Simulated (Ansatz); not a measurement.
**17O NMR of the central transition in SiO2 under strain**

Cell: a Materials Project structure (computed, not necessarily an observed phase), relaxed with PBE at fixed cell and then changed (z stretched by 2 %, ions relaxed).

```cif
data_structure
_symmetry_space_group_name_H-M 'P 1'
_symmetry_Int_Tables_number 1
_cell_length_a 9.3312
_cell_length_b 9.3312
_cell_length_c 9.3312
_cell_angle_alpha 93.535
_cell_angle_beta 93.535
_cell_angle_gamma 93.535
_cell_volume 807.63
loop_
_atom_site_label
_atom_site_type_symbol
_atom_site_fract_x
_atom_site_fract_y
_atom_site_fract_z
_atom_site_occupancy
Si1 Si 0.33299 0.10221 0.87109 1
Si2 Si 0.10221 0.87109 0.33299 1
Si3 Si 0.87109 0.33299 0.10221 1
Si4 Si 0.12891 0.89779 0.66701 1
Si5 Si 0.89779 0.66701 0.12891 1
Si6 Si 0.66701 0.12891 0.89779 1
Si7 Si 0.66701 0.89779 0.12891 1
Si8 Si 0.89779 0.12891 0.66701 1
Si9 Si 0.12891 0.66701 0.89779 1
Si10 Si 0.87109 0.10221 0.33299 1
Si11 Si 0.10221 0.33299 0.87109 1
Si12 Si 0.33299 0.87109 0.10221 1
O13 O 0.26918 0.00000 0.73082 1
O14 O 0.00000 0.73082 0.26918 1
O15 O 0.73082 0.26918 0.00000 1
O16 O 0.73082 0.00000 0.26918 1
O17 O 0.00000 0.26918 0.73082 1
O18 O 0.26918 0.73082 0.00000 1
O19 O 0.68306 0.98294 0.98294 1
O20 O 0.98294 0.98294 0.68306 1
O21 O 0.98294 0.68306 0.98294 1
O22 O 0.01706 0.01706 0.31694 1
O23 O 0.01706 0.31694 0.01706 1
O24 O 0.31694 0.01706 0.01706 1
O25 O 0.24740 0.88596 0.24740 1
O26 O 0.24740 0.24740 0.88596 1
O27 O 0.88596 0.24740 0.24740 1
O28 O 0.11404 0.75260 0.75260 1
O29 O 0.75260 0.11404 0.75260 1
O30 O 0.75260 0.75260 0.11404 1
O31 O 0.50000 0.85070 0.14930 1
O32 O 0.14930 0.50000 0.85070 1
O33 O 0.85070 0.14930 0.50000 1
O34 O 0.50000 0.14930 0.85070 1
O35 O 0.85070 0.50000 0.14930 1
O36 O 0.14930 0.85070 0.50000 1
```

Atom numbers follow the list; atoms alike are taken as one site, whose name carries the number of the first.

All values are calculated (Ansatz; DFT, PBE, plane waves and PAW, scalar-relativistic, 420 eV cutoff, Γ-centred 3×3×3 k-points, Fermi–Dirac smearing 0.02 eV), not measured.

17O has I = 5/2 and Q = -25.58 mb (Pyykkö 2018); at 11.7 T its Larmor frequency is ν₀ = 67.6 MHz. Only the quadrupole interaction is simulated: positions count from each site's isotropic chemical shift, and J coupling is left out, as are shift anisotropy and dipolar coupling, which fast spinning averages.

Problem. Simulate the second-order pattern (fast magic-angle spinning, Gaussian broadening 0.3 kHz) of site O13 (2 Si at 1.63 Å, angle 143°).

Solution. The calculation gives C_Q = -5.85 MHz and η = 0.21, so ν_Q = 0.878 MHz and the centre of gravity lies at -45.7 ppm (-3.09 kHz).

```csv
offset (kHz),height
-7.966,0
-7.632,4
-7.298,7
-6.964,8
-6.630,8
-6.296,8
-5.962,9
-5.628,9
-5.294,25
-4.960,50
-4.626,75
-4.292,84
-3.959,64
-3.625,57
-3.291,55
-2.957,55
-2.623,58
-2.289,63
-1.955,76
-1.621,100
-1.287,79
-0.953,61
-0.619,22
-0.285,0
```

At O13 V_zz runs parallel to the line that joins its two neighbours (within 1°).
